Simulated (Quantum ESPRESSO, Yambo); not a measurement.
# Quasiparticle gap of CuI (Marshite) in Yambo, part 2 of 2

Wanted: ground state, empty states, screening and self-energy for CuI (Marshite).

Quantum ESPRESSO 7.5 and Yambo 5.3.0; PBE and many-body steps on it, plane waves. Known limits of the many-body steps: not at the basis limit; d shell near the gap, gap tends to lie low; no spin-orbit coupling.

So far. Step 2 (Ground state): The gap is direct, at Γ. Step 3 (Bands along the symmetry lines): The gap is 1.096 eV, as in the run before at this level.

The database entry behind the starting cell differs from later determinations by our own check (about 0.15 % long (mineral sample)), so it need not match the best structure at ambient conditions.

In doubt: a PseudoDojo file used here is known to give poor structures and forces, which bears on pressures, cells, forces and phonons.

### 4. Empty states on the mesh, 4×4×4 mesh, 104 bands

Level of this step: DFT, PBE, plane waves, norm-conserving pseudopotentials (Quantum ESPRESSO).

The sums over transitions need many empty states on a uniform mesh; this step solves for them.

File pw.in:

```
&control
  calculation = 'nscf'
  prefix = 'x'
  outdir = 'o'
  pseudo_dir = 'pseudo'
/
&system
  ibrav = 0
  nat = 2
  ntyp = 2
  ecutwfc = 84.0
  nbnd = 104
  force_symmorphic = .true.
/
&electrons
  conv_thr = 1e-9
  electron_maxstep = 80
  diago_full_acc = .true.
  diago_thr_init = 5e-6
/
ATOMIC_SPECIES
  Cu 63.546 Cu.upf
  I 126.9 I.upf
CELL_PARAMETERS angstrom
  0.0000000000 3.0315000000 3.0315000000
  3.0315000000 -0.0000000000 3.0315000000
  3.0315000000 3.0315000000 0.0000000000
ATOMIC_POSITIONS crystal
  Cu 0.2500000000 0.2500000000 0.2500000000
  I 0.0000000000 0.0000000000 0.0000000000
K_POINTS automatic
  4 4 4 0 0 0
```

Run with:

```bash
OMP_NUM_THREADS=1 mpirun -n 8 pw.x -nk 4 -in pw.in > pw.out
```

The log of the run:

```text
[banner, memory and clock lines left out]
Program PWSCF v.7.5 starts

     Atomic positions and unit cell read from directory:
     o/x.save/

     Message from routine setup:
     using ibrav=0 with symmetry is DISCOURAGED, use correct ibrav instead

     bravais-lattice index     =            0
     lattice parameter (alat)  =       8.1016  a.u.
     unit-cell volume          =     376.0099 (a.u.)^3
     number of atoms/cell      =            2
     number of atomic types    =            2
     number of electrons       =        44.00
     number of Kohn-Sham states=          104
     kinetic-energy cutoff     =      84.0000  Ry
     charge density cutoff     =     336.0000  Ry
     Exchange-correlation= PBE
                           (   1   4   3   4   0   0   0)

     celldm(1)=   8.101612  celldm(2)=   0.000000  celldm(3)=   0.000000
     celldm(4)=   0.000000  celldm(5)=   0.000000  celldm(6)=   0.000000

     crystal axes: (cart. coord. in units of alat)
               a(1) = (   0.000000   0.707107   0.707107 )
               a(2) = (   0.707107  -0.000000   0.707107 )
               a(3) = (   0.707107   0.707107   0.000000 )

     reciprocal axes: (cart. coord. in units 2 pi/alat)
               b(1) = ( -0.707107  0.707107  0.707107 )
               b(2) = (  0.707107 -0.707107  0.707107 )
               b(3) = (  0.707107  0.707107 -0.707107 )
     Pseudo is Norm-conserving + core correction, Zval = 19.0
     Generated using ONCVPSP code by D. R. Hamann
     Using radial grid of 1492 points,  6 beta functions with:
     Pseudo is Norm-conserving + core correction, Zval = 25.0
     Generated using ONCVPSP code by D. R. Hamann
     Using radial grid of 1188 points,  8 beta functions with:
     Cu               19.00    63.54600     Cu( 1.00)
     I                25.00   126.90000     I ( 1.00)

     24 Sym. Ops. (no inversion) found

   Cartesian axes

     site n.     atom                  positions (alat units)
         1        Cu     tau(   1) = (   0.3535534   0.3535534   0.3535534  )
         2        I      tau(   2) = (   0.0000000   0.0000000   0.0000000  )

     number of k points=     8
                       cart. coord. in units 2pi/alat
        k(    1) = (   0.0000000   0.0000000   0.0000000), wk =   0.0312500
        k(    2) = (   0.1767767   0.1767767  -0.1767767), wk =   0.2500000
        k(    3) = (  -0.3535534  -0.3535534   0.3535534), wk =   0.1250000
[...]
k(    7) = (  -0.7071068   0.0000000   0.0000000), wk =   0.0937500
        k(    8) = (  -0.7071068   0.3535534   0.0000000), wk =   0.1875000

     Dense  grid:    39189 G-vectors     FFT dimensions: (  48,  48,  48)

     The potential is recalculated from file :
     o/x.save/charge-density

     Starting wfcs are   23 randomized atomic wfcs +   81 random wfcs

     Band Structure Calculation

     End of band structure calculation

          k = 0.0000 0.0000 0.0000 (  4909 PWs)   bands (ev):

  -167.0560-113.9828-113.9828-113.9828-102.3482 -59.7749 -59.7749 -59.7749
   -36.5976 -36.5976 -36.5952 -36.5952 -36.5952  -4.8943   5.5003   5.5003
     5.5003   7.3186   7.3186   9.1591   9.1591   9.1591  10.2556  14.0271
    14.0271  14.0271  17.2831  18.8735  18.8735  19.9487  19.9487  19.9487
[...]
k = 0.1768 0.1768-0.1768 (  4873 PWs)   bands (ev):

  -167.0560-113.9828-113.9828-113.9828-102.3482 -59.7748 -59.7748 -59.7748
[...]
k =-0.3536-0.3536 0.3536 (  4910 PWs)   bands (ev):

  -167.0560-113.9828-113.9828-113.9828-102.3482 -59.7749 -59.7748 -59.7748
[...]
64.8545  65.6623  65.6623  65.8233  66.2807  66.2807  67.4687  69.1827
    69.1827  71.7981  71.7981  71.9626  74.0023  74.0023  75.0672  75.2044

          k = 0.3536 0.0000 0.0000 (  4865 PWs)   bands (ev):

     [... further k-points ...]

     highest occupied, lowest unoccupied level (ev):     9.1591   10.2556

     XML data file, pseudopotentials, collected wavefunctions
```

The job ended after 5.4 s (8 MPI ranks of Arm Neoverse V2, shared host; peak memory 0.55 GiB).

Numbers from this step:

| Item | Value |
| --- | --- |
| gap | 1.096 eV |
| k of the valence top | 0, 0, 0 |
| k of the conduction bottom | 0, 0, 0 |
| least direct gap | 1.096 eV |
| k points computed | 8 |
| lowest point of the top converged band, above the valence top | 64.6673 eV |

On this mesh the gap is 1.096 eV.

### 5. Conversion and set-up

This step: Yambo 5.3.0; conversion and set-up on PBE, plane waves, norm-conserving pseudopotentials.

The states are converted to the many-body program's format and the q mesh is built.

Run with:

```bash
(cd o/x.save; p2y > p2y.log; mv SAVE ../..); yambo > setup.log
```

The log of the run:

```text
 Yambo, version 5.3.0

 [02] CORE Variables Setup
 =========================

  [02.01] Unit cells
  ==================

  Cell kind             :  FCC
  Atoms in the cell     :  Cu  I
  number of Cu atoms    :  1
  number of I  atoms    :  1

  List of atomic masses
  Mass of Cu    :  63.54600
  Mass of I     :  126.9000

  List of atomic coordinates    : [cc]
  Cu1       :  2.864352  2.864352  2.864352  order 1
  I1       :  0.000000  0.000000  0.000000  order 2

  Alat factors          :  5.728705  5.728705  5.728705 [a.u.]
  Direct lattice volume :  376.0099 [a.u.]
  Direct lattice vectors:  A[ 1 ]  A[ 2 ]  A[ 3 ]
   A[ 1 ]:  0.000000  1.000000  1.000000  [iru]
   0.000000  5.728705  5.728705  [cc]
   A[ 2 ]:  1.000000 -0.000000  1.000000  [iru]
   5.728705 -0.000000  5.728705  [cc]
   A[ 3 ]:  1.000000  1.000000  0.000000  [iru]
   5.728705  5.728705  0.000000  [cc]

  Recip. lattice volume :  0.659691 [a.u.]
  Recip. lattice vectors:  B[ 1 ]  B[ 2 ]  B[ 3 ]
   B[ 1 ]: -0.500000  0.500000  0.500000  [iku]
  -0.548395  0.548395  0.548395  [cc]
   B[ 2 ]:  0.500000 -0.500000  0.500000  [iku]
   0.548395 -0.548395  0.548395  [cc]
   B[ 3 ]:  0.500000  0.500000 -0.500000  [iku]
   0.548395  0.548395 -0.548395  [cc]

  [02.02] Symmetries
  ==================

  Inversion symmetry    : yes
  Spatial inversion     : no
  Inversion index       :  25
  K-space Time-reversal : yes
  Magnetic symmetries   : no
  Time-reversal derived K-space symmetries:   25   48
  Group table correct   : yes
  Symmetries units      :  [cc]

   [S  1]:   1.0000     -0.38050E-17 -0.38050E-17 -0.38050E-17   1.0000      0.38050E-17  0.38050E-17  0.38050E-17   1.0000
   [S  2]:  -1.0000      0.38050E-17 -0.38050E-17  0.38050E-17  -1.0000      0.38050E-17 -0.38050E-17 -0.38050E-17   1.0000
   [S  3]:  -1.0000     -0.38050E-17  0.38050E-17  0.38050E-17   1.0000     -0.38050E-17 -0.38050E-17  0.38050E-17  -1.0000
[...]
[S  9]: -0.38050E-17   1.0000     -0.38050E-17  0.38050E-17 -0.38050E-17   1.0000       1.0000      0.38050E-17  0.38050E-17
   [S 10]: -0.38050E-17  -1.0000      0.38050E-17  0.38050E-17  0.38050E-17  -1.0000       1.0000     -0.38050E-17 -0.38050E-17
     [... 36 further rows ...]
   [S*47]:   1.0000     -0.38050E-17  0.38050E-17 -0.38050E-17  0.38050E-17  -1.0000      0.38050E-17   1.0000     -0.38050E-17
   [S*48]:   1.0000      0.38050E-17 -0.38050E-17 -0.38050E-17 -0.38050E-17   1.0000      0.38050E-17  -1.0000      0.38050E-17

  [02.03] Reciprocal space
  ========================

  nG shells         :   375
  nG charge         :   39189
  nG WFs            :   5904
  nC WFs            :   4916
  G-vecs. in first 37 shells:  [ Number ]
     1    9   15   27   51   59   65   89  113
    137   169   181   229   259   283   307   331   339
    387   411   459   531   537   561   609   645   701
[...]
1139
  ...
[...]
K/Q-points units:
  rlu = crystal or reduced units; cc = cartesian coordinates; iku = interal k-units

  K [1]          [rlu]:  0.000000  0.000000  0.000000
         WF components:   4909
  K [2]          [rlu]:  0.67262E-17  0.67262E-17  0.25000
         WF components:   4873
  K [3]          [rlu]: -0.13452E-16 -0.13452E-16 -0.50000
         WF components:   4910
  K [4]          [rlu]: -0.36222E-17  0.25000      0.25000
         WF components:   4865
  K [5]          [rlu]:  0.75770E-17  0.25000     -0.50000
         WF components:   4893
  [... 2 further k-points ...]
  K [8]          [rlu]:  0.250000 -0.500000 -0.250000
         WF components:   4916

  [02.05] Energies & Occupations
  ==============================

  [X] === General ===
  [X] Electronic Temperature                        :  0.000000  0.000000 [eV K]
  [X] Bosonic    Temperature                        :  0.000000  0.000000 [eV K]
  [X] Finite Temperature mode                       : no
  [X] El. density                                   :  0.78968E+24 [cm-3]
  [X] Fermi Level                                   :  9.159120 [eV]

  [X] === Gaps and Widths ===
  [X] Conduction Band Min                           :  1.096435 [eV]
  [X] Valence Band Max                              :  0.000000 [eV]
  [X] Filled Bands                                  :  22
  [X] Empty Bands                                   :   23  104
  [X] Direct Gap                                    :  1.096435 [eV]
  [X] Direct Gap localized at k                     :  1
  [X] Indirect Gap                                  :  1.096435 [eV]
  [X] Indirect Gap between kpts                     :  1  1
  [X] Last valence band width                       :  1.487451 [eV]
  [X] 1st conduction band width                     :  3.372477 [eV]

  E @ K [1]:  [eV]
  -176.2151 -123.1420 -123.1420 -123.1420 -111.5073  -68.9340  -68.9340  -68.9340
  -45.75668 -45.75668 -45.75436 -45.75436 -45.75436 -14.05339  -3.65882  -3.65882
   -3.6588      -1.8405      -1.8405     -0.39729E-09 -0.20169E-09   0.0000       1.0964       4.8680
[...]
occ @ K [1]
[...]
E @ K [2]:  [eV]
[...]
occ @ K [2]
[...]
E @ K [3]:  [eV]
[...]
occ @ K [3]
[...]
E @ K [4]:  [eV]
[...]
occ @ K [4]
[...]
E @ K [5]:  [eV]
[...]
occ @ K [5]
[...]
[... 2 further k-points ...]
  E @ K [8]:  [eV]
[...]
occ @ K [8]
[...]
0.000000  0.000000  0.000000  0.000000  0.000000  0.000000  0.000000  0.000000
   0.000000  0.000000  0.000000  0.000000  0.000000  0.000000  0.000000  0.000000

 [03] Transferred momenta grid and indexing
 ==========================================

 IBZ Q-points                                      :   8
 BZ  Q-points                                      :   64

 K/Q-points units:
 rlu = crystal or reduced units; cc = cartesian coordinates; iku = interal k-units

 Q [1]          [rlu]:  0.000000  0.000000  0.000000
 Q [2]          [rlu]:  0.42768E-17  0.42768E-17  0.25000
 Q [3]          [rlu]: -0.85536E-17 -0.85536E-17 -0.50000
[...]
Q [7]          [rlu]:  0.72444E-17 -0.50000     -0.50000
 Q [8]          [rlu]:  0.250000 -0.500000 -0.250000

  [03.01] X indexes
  =================

   [03.01.01] Sigma indexes
   ========================

 [06] Game Over & Game summary
```

Run time: 2.6 s. Hardware: 1 MPI rank; peak memory 0.25 GiB.

### 6. Screening and self-energy, 4×4×4 mesh, 104 bands, screening to 129.3 eV

G0W0 replaces the xc potential by the self-energy, built once from these orbitals. Only a window of levels is corrected, while the sums run over the empty bands that the input names.

This step: G0W0 on PBE, plane waves, norm-conserving pseudopotentials.

File gw1.in:

```
HF_and_locXC
gw0
dyson
ppa
em1d
rim_cut
RandQpts= 1000000
RandGvec= 1 RL
EXXRLvcs= 84 Ry
VXCRLvcs= 336 Ry
Chimod= "HARTREE"
% BndsRnXp
 1 | 104 |
%
NGsBlkXp= 9.5 Ry
% LongDrXp
 1 | 1 | 1 |
%
% GbndRnge
 1 | 104 |
%
DysSolver= "n"
ExtendOut
PPAPntXp= 27.21138 eV
% QPkrange
 1 | 1 | 21 | 24 |
%
```

Run with:

```bash
OMP_NUM_THREADS=1 mpirun -n 8 yambo -F gw1.in -J gw1 -C gw1 > gw1.log
```

The log of the run:

```text
 Yambo, version 5.3.0

 [02] CORE Variables Setup
 =========================

  [... cell, symmetries and grids as in the set-up ...]

  [02.05] Energies & Occupations
  ==============================

  [X] === General ===
  [X] Electronic Temperature                        :  0.000000  0.000000 [eV K]
  [X] Bosonic    Temperature                        :  0.000000  0.000000 [eV K]
  [X] Finite Temperature mode                       : no
  [X] El. density                                   :  0.78968E+24 [cm-3]
  [X] Fermi Level                                   :  9.159120 [eV]

  [X] === Gaps and Widths ===
  [X] Conduction Band Min                           :  1.096435 [eV]
  [X] Valence Band Max                              :  0.000000 [eV]
  [X] Filled Bands                                  :  22
  [X] Empty Bands                                   :   23  104
  [X] Direct Gap                                    :  1.096435 [eV]
  [X] Direct Gap localized at k                     :  1
  [X] Indirect Gap                                  :  1.096435 [eV]
  [X] Indirect Gap between kpts                     :  1  1
  [X] Last valence band width                       :  1.487451 [eV]
  [X] 1st conduction band width                     :  3.372477 [eV]

 [03] Transferred momenta grid and indexing
 ==========================================

 IBZ Q-points                                      :   8
 BZ  Q-points                                      :   64

 K/Q-points units:
 rlu = crystal or reduced units; cc = cartesian coordinates; iku = interal k-units

 Q [1]          [rlu]:  0.000000  0.000000  0.000000
 Q [2]          [rlu]:  0.42768E-17  0.42768E-17  0.25000
 Q [3]          [rlu]: -0.85536E-17 -0.85536E-17 -0.50000
 Q [4]          [rlu]: -0.36222E-17  0.25000      0.25000
 Q [5]          [rlu]:  0.32032E-16  0.25000      0.50000
 Q [6]          [rlu]: -0.85536E-17  0.25000     -0.25000
 Q [7]          [rlu]:  0.72444E-17 -0.50000     -0.50000
 Q [8]          [rlu]:  0.250000 -0.500000 -0.250000

 [04] Coloumb potential Random Integration (RIM)
 ===============================================

  [04.01] RIM initialization
  ==========================

  * Diagonal components only detected *

  8 x (sBL volume)        :  0.082461 [a.u.]
  sBZ random points       :  1000000
  Points outside the sBZ  :   7996195
  RL volume               :  0.659691 [a.u.]
  Integrated volume       :  0.660005 [a.u.]

  [04.02] RIM integrals
  =====================

  Gamma point sphere radius             :  0.078953 [a.u.]
  Points outside the sphere             :   799659
  [Int_sBZ(q=0) 1/q^2]*(Vol_sBZ)^(-1/3) =:  7.764404
                                 should be <:  7.795600

  Summary of Coulomb integrals for non-metallic bands |Q|[au] RIM/Bare

  Q [1] 0.100000E-4 0.995998 * Q [2] 0.237462 1.065485
  Q [4] 0.274197 1.063764 * Q [6] 0.387774 1.026090
  Q [5] 0.454705 1.019492 * Q [3] 0.474924 1.016875
  Q [7] 0.548395 1.013693 * Q [8] 0.613124 1.010607

 [05] Dipoles
 ============

  [05.01] Setup: observables and procedures
  =========================================

 [06] Dynamic Dielectric Matrix (PPA)
 ====================================

 [SLK-Inversion]  Pools        :  2
 [SLK-Inversion]  BLACS grid   :  2  2

 [WR./gw1//ndb.pp]---------------------------------------------------------------
  Brillouin Zone Q/K grids (IBZ/BZ)                :    8   64    8   64
  RL vectors                                       :   5961 [WF]
  Coulomb cutoff potential                         : none
  Electronic Temperature                           :  0.000000 [K]
  Bosonic    Temperature                           :  0.000000 [K]
  PPA    diel. fun.  energies                      : Perdew, Burke & Ernzerhof(X)+Perdew, Burke & Ernzerhof(C)
  wavefunctions                                    : Perdew, Burke & Ernzerhof(X)+Perdew, Burke & Ernzerhof(C)
  Global Gauge                                     : length
  X matrix size                                    :  229
  X band range                                     :    1  104
  X e/h energy range                               : -1.000000 -1.000000 [eV]
  X Time ordering                                  : R
  X Hxc Kernel                                     : HARTREE
  X Drude frequency                                :  0.000000  0.000000
  X poles                                          :  100.0000 [o/o]
  RL vectors in the sum                            :   5961
  [r,Vnl] included                                 : yes
  Field direction                                  :  0.577350E-5  0.577350E-5  0.577350E-5
  BZ energy Double Grid                            : no
  BZ energy DbGd points                            : 0
  BZ Q point size factor                           : -1.000000
  X Optical Averaged directions                    : none

 [07] Local Exchange-Correlation + Non-Local Fock
 ================================================

 [VXC] Plane waves :   39189
 [EXS] Plane waves :   4957

 QP @ state[ 1 ] K range:  1  1
 QP @ state[ 1 ] b range:  21  24

 [xc] Functional : Perdew, Burke & Ernzerhof(X)+Perdew, Burke & Ernzerhof(C)
 [xc] LIBXC used to calculate xc functional
  PP Number of Atomic Species                      :  2
  NLCC RL compoments                               :   39189
  PP Number of Atomic Species                      :  2
  NLCC RL compoments                               :   39189

 [xc] E_xc :  -39.55869 [Ha]
      E_xc :  -79.11738 [Ry]

  Local XC kind (lXC) : Perdew, Burke & Ernzerhof(X)+Perdew, Burke & Ernzerhof(C)
  Non-Local XC kind (nlXC) : Hartree-Fock

  Corrections @ K [1] :  [eV]
 <21|nlXC|21> = -31.02400 -0.10669E-16 <21|lXC|21> = -25.75254  0.11298E-18
 <22|nlXC|22> = -31.02400 -0.36836E-17 <22|lXC|22> = -25.75255 -0.18882E-15
 <23|nlXC|23> = -7.227952  0.21777E-18 <23|lXC|23> = -11.40864 -0.37746E-15
 <24|nlXC|24> = -6.100462  0.34478E-17 <24|lXC|24> = -10.54627  0.47196E-16

 [08] Dyson equation: Newton solver
 ==================================

  [08.01] G0W0 (W PPA)
  ====================

  [  GW  ] Bands range     :    1  104
  [GW/PPA] G damping       :  0.100000 [eV]

  QP @ state[ 1 ] K range:  1  1
  QP @ state[ 1 ] b range:  21  24

   Sc/G bands                                       :    1  104
   Sc/G damping                                     :  0.100000 ev
   Sc bands terminator                              : no
   Sx RL components                                 :   4957

   QP @ state[ 1 ] K range                          :  1  1
   QP @ state[ 1 ] b range                          :  21  24
   GF energies kind                                 : Perdew, Burke & Ernzerhof(X)+Perdew, Burke & Ernzerhof(C)
   GF WF`s kind                                     : Perdew, Burke & Ernzerhof(X)+Perdew, Burke & Ernzerhof(C)
   Xs energies kind                                 : Perdew, Burke & Ernzerhof(X)+Perdew, Burke & Ernzerhof(C)
   Xs WF`s kind                                     : Perdew, Burke & Ernzerhof(X)+Perdew, Burke & Ernzerhof(C)

 [11] Game Over & Game summary
```

Wall time 40 s (8 MPI ranks); peak memory 3.9 GiB.

Numbers from this step:

```
G0W0 gap on the points computed              : 1.646 eV
starting gap on the mesh                     : 1.096 eV
k of the valence top                         : 0, 0, 0
k of the conduction bottom                   : 0, 0, 0
least direct G0W0 gap on the computed points : 1.646 eV
Z at the valence top                         : 0.7599
Z at the conduction bottom                   : 0.8169
```

The gap on the mesh goes from 1.10 eV to 1.65 eV, a correction of +0.55 eV.

Limits: finite bands, cutoff and mesh; d shell near the gap, gap tends to lie low; no spin-orbit coupling. v1 is the top filled band, c1 the lowest empty one. Levels before and after the correction, in eV, zero at the valence-band top of each column:

```tsv
	conduction bottom	valence top
Kohn-Sham	1.10	0.00
G0W0	1.65	0.00
```

```tsv
	level	energy (eV)
Kohn-Sham	Γ v2-v1	0.000
Kohn-Sham	Γ c1	1.096
Kohn-Sham	Γ c2	4.868
G0W0	Γ v2-v1	0.000
G0W0	Γ c1	1.646
G0W0	Γ c2	5.465
```

### 7. Where the time went

Times are wall times on the hardware named with each run, good to a factor of about two.

```tsv
step	time	share	memory (GiB)
ground state	5.5 s	9 %	0.63
bands along the symmetry lines	4.3 s	8 %	0.53
empty states on the mesh	5.4 s	9 %	0.55
conversion and set-up	2.6 s	5 %	0.25
screening and self-energy	40 s	69 %	3.9
```

### 8. Outcome

```
PBE gap              : 1.10 eV, direct
G0W0 gap on the mesh : 1.65 eV
GW settings          : 4×4×4 mesh, 104 bands, screening to 129.3 eV, Godby-Needs plasmon pole
known limits         : not at the basis limit; d shell near the gap, gap tends to lie low; no spin-orbit coupling
```

What this shows: G0W0 moves the gap on the mesh from 1.10 eV to 1.65 eV (+0.55 eV), with Z of 0.76 and 0.82 at the edges. Only 1 of the mesh's irreducible points was corrected, so a valley elsewhere could overtake. The dearest step here is «screening and self-energy». Bands and cutoff are finite, so the gap is not at the basis limit. The miss can reach some tenths of an eV and take either sign; the mesh is an error of its own. In the G0W0 run levels were corrected at 1 k point alone, so a gap called «on the mesh» is the least over those, and an edge elsewhere would be missed. A d shell, filled or nearly so, lies near the gap. One-shot GW converges very slowly in bands there, not always from below, and on a semilocal start the gap tends to come out low; starts rich in exact exchange can overshoot instead. The many-body steps are scalar-relativistic: spin-orbit coupling is not in them.

[Paths, hosts, dates, memory and timing lines, banners, echoed tables and standing remarks are left out of the program output.]

[Logs are printed without paths, hosts, clocks, repeated set-up lines and the standing remarks that a program may print on its own settings, such as how far it seeks lower states.]

[Runs of the session that timed out or met a known fault of the program may be left out.]

[Hosts, paths, dates, database ids (printed as entryN), source tags and the programs' standing remarks are cut or masked in the printed files.]
